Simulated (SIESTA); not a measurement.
The system is NiO.

```
Ni O
1.0
     0.00000    2.08590    2.08590
     2.08590    0.00000    2.08590
     2.08590    2.08590    0.00000
Ni O
1 1
Direct
  0.00000 0.00000 0.00000
  0.50000 0.50000 0.50000
```

Base run:

| Property | Result |
| --- | --- |
| Program | SIESTA 5.4.2 |
| Functional | PBEGcGxHEG |
| Potentials or basis | PseudoDojo 0.4 standard (PBE files) |
| Basis | DZP (energy shift 0.002 Ry) |
| Grid cutoff | 800 Ry |
| Energy shift | 0.002 Ry |
| k mesh | 11 × 11 × 11 |
| Occupations | fermi-dirac, width 0.05 eV |
| Spin | collinear spin, ferromagnetic start |
| Starting moments | [1.0, 0.0] μB |

Its results: band gap on the k mesh none (metal or under the smearing width); pressure -10.2 GPa; net moment 1.39 μB per cell; site moments Ni +1.15; O +0.23 μB.

After a change of settings the same cell gave: band gap on the k mesh none (metal or under the smearing width); pressure -7.6 GPa; net moment 0.66 μB per cell; site moments Ni +0.57; O +0.09 μB. Which change was it?
A. functional from PBEGcGxHEG to B86bPBE
B. functional from PBEGcGxHEG to PBE; basis from DZP (energy shift 0.002 Ry) to TZP (energy shift 0.002 Ry)
C. functional from PBEGcGxHEG to vdW-DF-cx
D. functional from PBEGcGxHEG to PBE; basis from DZP (energy shift 0.002 Ry) to TZDP (energy shift 0.002 Ry)

C.

Caveats: semicore shells carry a single zeta, which can move pressures by several GPa and volumes by a few percent; the potentials were made for another functional, which shifts forces and pressure; the basis of atomic orbitals isn't converged, which shifts pressures, moduli and gaps; a cell with one magnetic atom can't hold antiferromagnetic order, which such compounds often take; semilocal functionals often make such compounds metallic where correlation or magnetic order opens a gap, which also shifts bond lengths.

Not every run made on this cell is shown here.
